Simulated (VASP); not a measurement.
# V (P6_3/mmc) in VASP: further runs

The runs below take V through single point, with PBE.

All numbers are computed with VASP 6.6.1; they aren't measurements. Logs are shortened: lines on timing, memory, paths and dates and some standing lists are left out, and cuts for length are marked.

### Step 1. Starting point

Symmetry: P6_3/mmc, No. 194, hexagonal system. Conventional cell: a = 2.604 Å, b = 2.604 Å, c = 4.723 Å, α = 90.00°, β = 90.00°, γ = 120.00°. V (site symmetry -6m2) has 12 V at 2.60 to 2.80 Å as nearest neighbours.

This isn't the form of V at room conditions, which is bcc.

### Step 2. Single point, PBE, collinear spin, ferromagnetic start

INCAR

```
  PREC = Accurate
  ENCUT = 520
  EDIFF = 1E-6
  ISMEAR = 0
  SIGMA = 0.1
  LREAL = F
  LASPH = T
  NELM = 100
  ALGO = Normal
  ISIF = 2
  LWAVE = F
  LCHARG = F
  ISPIN = 2
  MAGMOM = 2 2
  LORBIT = 11
  LMAXMIX = 4
  GGA = PE
  ADDGRID = F
```

KPOINTS

```
Automatic mesh
0
Gamma
  15 15 8
```

POSCAR

```
V
1.0
    2.6042941027      0.0000000000      0.0000000000
   -1.3021470513      2.2553848518      0.0000000000
    0.0000000000      0.0000000000      4.7233360000
V
2
Direct
    0.3333333333      0.6666666667      0.2500000000
    0.6666666667      0.3333333333      0.7500000000
```

Potentials or basis: VASP PAW PBE potentials, release 64 (V_sv).

The run is started by

```bash
> cat potpaw_PBE.64/V_sv/POTCAR > POTCAR
> mpirun -np 1 vasp_std > vasp.out
```

OUTCAR:

```text
PREC = Accurate
   ENCUT = 520
   EDIFF = 1E-6
   ISMEAR = 0
   LREAL = F
   LASPH = T
   NELM = 100
   ISIF = 2
   ISPIN = 2
   LORBIT = 11
   GGA = PE

 Found    135 irreducible k-points:

 Following reciprocal coordinates:
            Coordinates               Weight
  0.000000  0.000000  0.000000      1.000000
  0.066667 -0.000000  0.000000      6.000000
  0.133333 -0.000000  0.000000      6.000000
  0.200000 -0.000000  0.000000      6.000000
  0.266667 -0.000000  0.000000      6.000000
  0.333333 -0.000000  0.000000      6.000000
   k-points           NKPTS =    135   k-points in BZ     NKDIM =    135   number of bands    NBANDS=     19
   number of dos      NEDOS =    301   number of ions     NIONS =      2
   total plane-waves  NPLWV =  14400
   dimension x,y,z NGX =    20 NGY =   20 NGZ =   36
   dimension x,y,z NGXF=    40 NGYF=   40 NGZF=   72
   ions per type =               2
   NGX,Y,Z   is equivalent  to a cutoff of  12.77, 12.77, 12.67 a.u.
   NGXF,Y,Z  is equivalent  to a cutoff of  25.53, 25.53, 25.34 a.u.
 SYSTEM =  unknown system
   PREC   = accura    normal or accurate (medium, high low for compatibility)
   ISTART =      0    job   : 0-new  1-cont  2-samecut
   ICHARG =      2    charge: 1-file 2-atom 10-const
   ISPIN  =      2    spin polarized calculation?
   LNONCOLLINEAR =      F non collinear calculations
   LSORBIT =      F    spin-orbit coupling
   LASPH  =      T    aspherical Exc in radial PAW
   ENCUT  =  520.0 eV  38.22 Ry    6.18 a.u.   4.84  4.84  8.78*2*pi/ulx,y,z
   NELM   =    100;   NELMIN=  2; NELMDL= -5     # of ELM steps
   EDIFF  = 0.1E-05   stopping-criterion for ELM
   LREAL  =      F    real-space projection
   EDIFFG = 0.1E-04   stopping-criterion for IOM
   NSW    =      0    number of steps for IOM
   IBRION =     -1    ionic relax: 0-MD 1-quasi-New 2-CG
   NFREE  =      0    steps in history (QN), initial steepest desc. (CG)
   ISIF   =      2    stress and relaxation
   ISYM   =      2    0-nonsym 1-usesym 2-fastsym
   POTIM  = 0.5000    time-step for ionic-motion
   TEBEG  =    0.0;   TEEND  =   0.0 temperature during run
   PSTRESS=    0.0 pullay stress
   NELECT =      26.0000    total number of electrons
   NUPDOWN=      -1.0000    fix difference up-down
   EMIN   =  10.00;   EMAX   =-10.00  energy-range for DOS
   EFERMI =   0.00;   METHOD = LEGACY
   ISMEAR =     0;   SIGMA  =   0.10  broadening in eV -4-tet -1-fermi 0-gaus
   EFERMI_NEDOS =   21; number of points for ismear=-14 and -15
   IALGO  =     38    algorithm
   IMIX   =      4    mixing-type and parameters
     AMIX     =   0.40;   BMIX     =  1.00
     AMIX_MAG =   1.60;   BMIX_MAG =  1.00
  volume/ion in A,a.u.               =      13.87        93.61
  Fermi-wavevector in a.u.,A,eV,Ry     =   1.602062  3.027459 34.920768  2.566604
  Thomas-Fermi vector in A             =   2.698942
   LORBIT       =     11    0 simple, 1 ext, 2 COOP (PROOUT), +10 PAW based schemes
   GGA     = PE    functional components
   LHFCALC =     F    Hartree Fock is set to
   AEXX    =    0.0000 exact exchange contribution
   IVDW    =     0    specifies the selected vdW correction
   LEPSILON=     F    determine dielectric tensor
   LRPA    =     F    only Hartree local field effects (RPA)
 spin polarized calculation
 Gauss-broadening in eV      SIGMA  =   0.10
  energy-cutoff  :      520.00
  volume of cell :       27.74
 maximum number of plane-waves:       771
 NGX is ok and might be reduce to    20
   NGX =  9   NGY =  9   NGZ = 17

 number of electron      26.0000014 magnetization       0.0007327

 Free energy of the ion-electron system (eV)
  ---------------------------------------------------
  ext. energy  EPLUGINS =         0.00000000
  ---------------------------------------------------
  free energy    TOTEN  =       -17.48615911 eV

  energy without entropy =      -17.46750855  energy(sigma->0) =      -17.47683383

 E-fermi :   9.6963     XC(G=0): -12.7277

 val. band max:        9.6918943246   @ k =   0.2667   0.0667   0.5000
 cond. band min:       9.6989493468   @ k =   0.3333   0.2000   0.3750
 fundamental gap:      0.0070550221
 Fermi energy:         9.6963473927

 spin component 1

 k-point     1 :       0.0000    0.0000    0.0000
  band No.  band energies     occupation
      1     -54.3304      1.00000
      2     -54.2237      1.00000
      3     -28.4287      1.00000
      4     -27.7968      1.00000
      5     -27.6614      1.00000
      6     -27.6614      1.00000
[... 11 lines left out ...]
     18      11.5284      0.00000
     19      12.5708      0.00000

 k-point     2 :       0.0667   -0.0000    0.0000
  band No.  band energies     occupation
      1     -54.3225      1.00000
      2     -54.2178      1.00000
      3     -28.4168      1.00000
      4     -27.7974      1.00000
      5     -27.6991      1.00000
      6     -27.6714      1.00000
[... 11 lines left out ...]
     18      11.4560      0.00000
     19      12.5917      0.00000

 k-point     3 :       0.1333   -0.0000    0.0000
  band No.  band energies     occupation
      1     -54.2999      1.00000
      2     -54.2013      1.00000
      3     -28.3821      1.00000
      4     -27.8056      1.00000
      5     -27.7997      1.00000
      6     -27.7497      1.00000
[... 11 lines left out ...]
     18      11.2706      0.00000
     19      12.6328      0.00000

 k-point     4 :       0.2000   -0.0000    0.0000
  band No.  band energies     occupation
      1     -54.2660      1.00000
      2     -54.1772      1.00000
      3     -28.3287      1.00000
      4     -27.9624      1.00000
      5     -27.9036      1.00000
      6     -27.8053      1.00000
[... 11 lines left out ...]
     18      11.2215      0.00000
     19      12.6638      0.00000

 k-point     5 :       0.2667   -0.0000    0.0000
  band No.  band energies     occupation
      1     -54.2261      1.00000
      2     -54.1502      1.00000
      3     -28.2627      1.00000
      4     -28.1417      1.00000
      5     -28.0760      1.00000
      6     -27.8162      1.00000
[... 11 lines left out ...]
     18      11.8031      0.00000
     19      12.6742      0.00000

 k-point     6 :       0.3333   -0.0000    0.0000
  band No.  band energies     occupation
      1     -54.1865      1.00000
      2     -54.1254      1.00000
      3     -28.3121      1.00000
      4     -28.2371      1.00000
      5     -28.1921      1.00000
      6     -27.8339      1.00000
[... 11 lines left out ...]
     18      12.4094      0.00000
     19      12.6686      0.00000

 [... further k-points ...]

 spin component 2

 k-point     1 :       0.0000    0.0000    0.0000
  band No.  band energies     occupation
      1     -54.3302      1.00000
      2     -54.2234      1.00000
      3     -28.4285      1.00000
      4     -27.7966      1.00000
      5     -27.6611      1.00000
      6     -27.6611      1.00000
[... 11 lines left out ...]
     18      11.5286      0.00000
     19      12.5710      0.00000

 k-point     2 :       0.0667   -0.0000    0.0000
  band No.  band energies     occupation
      1     -54.3222      1.00000
      2     -54.2176      1.00000
      3     -28.4165      1.00000
      4     -27.7972      1.00000
      5     -27.6988      1.00000
      6     -27.6711      1.00000
[... 11 lines left out ...]
     18      11.4562      0.00000
     19      12.5919      0.00000

 k-point     3 :       0.1333   -0.0000    0.0000
  band No.  band energies     occupation
      1     -54.2996      1.00000
      2     -54.2011      1.00000
      3     -28.3819      1.00000
      4     -27.8053      1.00000
      5     -27.7995      1.00000
      6     -27.7494      1.00000
[... 11 lines left out ...]
     18      11.2708      0.00000
     19      12.6330      0.00000

 k-point     4 :       0.2000   -0.0000    0.0000
  band No.  band energies     occupation
      1     -54.2657      1.00000
      2     -54.1770      1.00000
      3     -28.3285      1.00000
      4     -27.9621      1.00000
      5     -27.9033      1.00000
      6     -27.8051      1.00000
[... 11 lines left out ...]
     18      11.2218      0.00000
     19      12.6640      0.00000

 k-point     5 :       0.2667   -0.0000    0.0000
  band No.  band energies     occupation
      1     -54.2259      1.00000
      2     -54.1500      1.00000
      3     -28.2625      1.00000
      4     -28.1415      1.00000
      5     -28.0757      1.00000
      6     -27.8160      1.00000
[... 11 lines left out ...]
     18      11.8034      0.00000
     19      12.6744      0.00000

 k-point     6 :       0.3333   -0.0000    0.0000
  band No.  band energies     occupation
      1     -54.1863      1.00000
      2     -54.1252      1.00000
      3     -28.3118      1.00000
      4     -28.2368      1.00000
      5     -28.1919      1.00000
      6     -27.8336      1.00000
[... 11 lines left out ...]
     18      12.4097      0.00000
     19      12.6688      0.00000

 [... further k-points ...]
[... 5 lines left out ...]
  --------------------------------------------------------------------------------------
  -------------------------------------------------------------------------------------
  Total        0.0805053      0.0805053     -0.2665558      0.0000000      0.0000000      0.0000000
  in kB        4.6491720      4.6491720    -15.3935651      0.0000000      0.0000000      0.0000000
  external PRESSURE =      -2.0317404 kB  Pullay stress =       0.0000000 kB

 VOLUME and BASIS-vectors are now :
 -----------------------------------------------------------------------------
  energy-cutoff  :      520.00
  volume of cell :       27.74
      direct lattice vectors                 reciprocal lattice vectors
     2.604294103  0.000000000  0.000000000     0.383981210  0.221691655  0.000000000
    -1.302147051  2.255384852  0.000000000     0.000000000  0.443383310  0.000000000
     0.000000000  0.000000000  4.723336000     0.000000000  0.000000000  0.211714771

 POSITION                                       TOTAL-FORCE (eV/Angst)
 -----------------------------------------------------------------------------------
     -0.00000      1.50359      1.18083         0.000000     -0.000000      0.000000
      1.30215      0.75179      3.54250        -0.000000      0.000000      0.000000
 -----------------------------------------------------------------------------------
    total drift:                                0.000000     -0.000000      0.000000

  FREE ENERGIE OF THE ION-ELECTRON SYSTEM (eV)
  ---------------------------------------------------
  free  energy   TOTEN  =       -17.4861591125 eV

  energy  without entropy=      -17.4675085523  energy(sigma->0) =      -17.47683383

 total charge

# of ion       s       p       d       tot
------------------------------------------
    1        2.343   6.209   3.075  11.628
    2        2.343   6.209   3.075  11.628
--------------------------------------------------
tot          4.686  12.418   6.150  23.255

 magnetization (x)

# of ion       s       p       d       tot
------------------------------------------
    1        0.000   0.000   0.000   0.000
    2        0.000   0.000   0.000   0.000
--------------------------------------------------
tot          0.000   0.000   0.000   0.000
```

It took 82 s on 1 thread of Intel Xeon Platinum 8488C (Sapphire Rapids), shared host; peak memory 0.22 GiB.

The run converged, but some of its settings lie outside the range that counts as converged, so its numbers aren't taken as properties of the crystal.

Results:

| Property | Result |
| --- | --- |
| Free energy | -17.4862 eV |
| Pressure | -0.2 GPa |
| Band gap on the k mesh | none (metal or under the smearing width) |
| Net moment | 0.00 μB per cell |
| Valence electrons inside the program's atomic spheres | V 11.63 |

### Step 3. Single point, PBE, collinear spin, ferromagnetic start

INCAR is that of step 2.

KPOINTS is that of step 2.

POSCAR

```
V
1.0
    2.6042941027      0.0000000000      0.0000000000
   -1.3021470513      2.2553848518      0.0000000000
    0.0000000000      0.0000000000      4.7233360000
V
2
Direct
    0.3610050000      0.6924900000      0.2406650000
    0.6997010000      0.3498080000      0.7667620000
```

Potentials or basis: VASP PAW PBE potentials, release 64 (V_sv).

The run is started by

```bash
> cat potpaw_PBE.64/V_sv/POTCAR > POTCAR
> mpirun -np 1 vasp_std > vasp.out
```

Wall time 8.3 min (1 thread of Intel Xeon Platinum 8488C (Sapphire Rapids), shared host); peak memory 0.68 GiB.

The run converged, but some of its settings lie outside the range that counts as converged, so its numbers aren't taken as properties of the crystal.

What came out:

```
Free energy                                           : -17.4145 eV
Pressure                                              : 1.1 GPa
Largest force                                         : 1.184 eV/Å
Band gap on the k mesh                                : none (metal or under the smearing width)
Net moment                                            : 0.00 μB per cell
Valence electrons inside the program's atomic spheres : V 11.64
```

### Step 4. Single point, PBE, collinear spin, ferromagnetic start

Edit INCAR of step 3 so:

```diff
@@ -1,3 +1,3 @@
   PREC = Accurate
-  ENCUT = 520
+  ENCUT = 400
   EDIFF = 1E-6
```

KPOINTS

```
Automatic mesh
0
Gamma
  18 18 9
```

POSCAR

```
V
1.0
    2.6042941027      0.0000000000      0.0000000000
   -1.3021470513      2.2553848518      0.0000000000
    0.0000000000      0.0000000000      4.7233360000
V
2
Direct
    0.3333333333      0.6666666667      0.2500000000
    0.6666666667      0.3333333333      0.7500000000
```

Potentials or basis: VASP PAW PBE potentials, release 64 (V_sv).

The run is started by

```bash
> cat potpaw_PBE.64/V_sv/POTCAR > POTCAR
> mpirun -np 1 vasp_std > vasp.out
```

OUTCAR:

```text
PREC = Accurate
   ENCUT = 400
   EDIFF = 1E-6
   ISMEAR = 0
   LREAL = F
   LASPH = T
   NELM = 100
   ISIF = 2
   ISPIN = 2
   LORBIT = 11
   GGA = PE

 Found    185 irreducible k-points:

 Following reciprocal coordinates:
            Coordinates               Weight
  0.000000  0.000000  0.000000      1.000000
  0.055556 -0.000000  0.000000      6.000000
  0.111111 -0.000000  0.000000      6.000000
  0.166667 -0.000000  0.000000      6.000000
  0.222222 -0.000000  0.000000      6.000000
  0.277778 -0.000000  0.000000      6.000000
[... 357 lines left out ...]
  external PRESSURE =     -16.6852642 kB  Pullay stress =       0.0000000 kB

 VOLUME and BASIS-vectors are now :
 -----------------------------------------------------------------------------
  energy-cutoff  :      400.00
  volume of cell :       27.74
      direct lattice vectors                 reciprocal lattice vectors
     2.604294103  0.000000000  0.000000000     0.383981210  0.221691655  0.000000000
    -1.302147051  2.255384852  0.000000000     0.000000000  0.443383310  0.000000000
     0.000000000  0.000000000  4.723336000     0.000000000  0.000000000  0.211714771

 POSITION                                       TOTAL-FORCE (eV/Angst)
 -----------------------------------------------------------------------------------
     -0.00000      1.50359      1.18083        -0.000000      0.000000      0.000000
      1.30215      0.75179      3.54250         0.000000     -0.000000      0.000000
 -----------------------------------------------------------------------------------
    total drift:                                0.000000     -0.000000      0.000000

  FREE ENERGIE OF THE ION-ELECTRON SYSTEM (eV)
  ---------------------------------------------------
  free  energy   TOTEN  =       -17.4847396484 eV

  energy  without entropy=      -17.4678974451  energy(sigma->0) =      -17.47631855

 total charge

# of ion       s       p       d       tot
------------------------------------------
    1        2.343   6.210   3.074  11.628
    2        2.343   6.210   3.074  11.628
--------------------------------------------------
tot          4.687  12.421   6.148  23.256

 magnetization (x)

# of ion       s       p       d       tot
------------------------------------------
    1       -0.000  -0.000  -0.000  -0.000
    2       -0.000  -0.000  -0.000  -0.000
--------------------------------------------------
tot         -0.000  -0.000  -0.000  -0.000
```

stdout:

```text
POSCAR found type information on POSCAR V
 POSCAR found :  1 types and       2 ions
 scaLAPACK will be used
 LDA part: xc-table for (Slater+PW92), standard interpolation
 POSCAR, INCAR and KPOINTS ok, starting setup
 FFT: planning ... GRIDC
 FFT: planning ... GRID_SOFT
 FFT: planning ... GRID
 WAVECAR not read
 entering main loop
```

It took 90 s on 1 thread of Intel Xeon Platinum 8488C (Sapphire Rapids), shared host; peak memory 0.2 GiB.

These settings aren't checked as converged: the numbers below hold their error.

Results:

```
Free energy                                           : -17.4847 eV
Pressure                                              : -1.7 GPa
Band gap on the k mesh                                : none (metal or under the smearing width)
Net moment                                            : 0.00 μB per cell
Valence electrons inside the program's atomic spheres : V 11.63
```

### Step 5. For comparison

An earlier run on the cell as given: functional PBE; potentials or basis VASP PAW PBE potentials, release 64 (V_sv); cutoff 520 eV; k mesh 12 × 12 × 6; occupations fermi-dirac, width 0.05 eV; collinear spin, ferromagnetic start; starting moments [2.0, 2.0] μB.

* Pressure: -0.3 GPa
* Band gap on the k mesh: none (metal or under the smearing width)
* Net moment: 0.00 μB per cell
* Valence electrons inside the program's atomic spheres: V 11.63
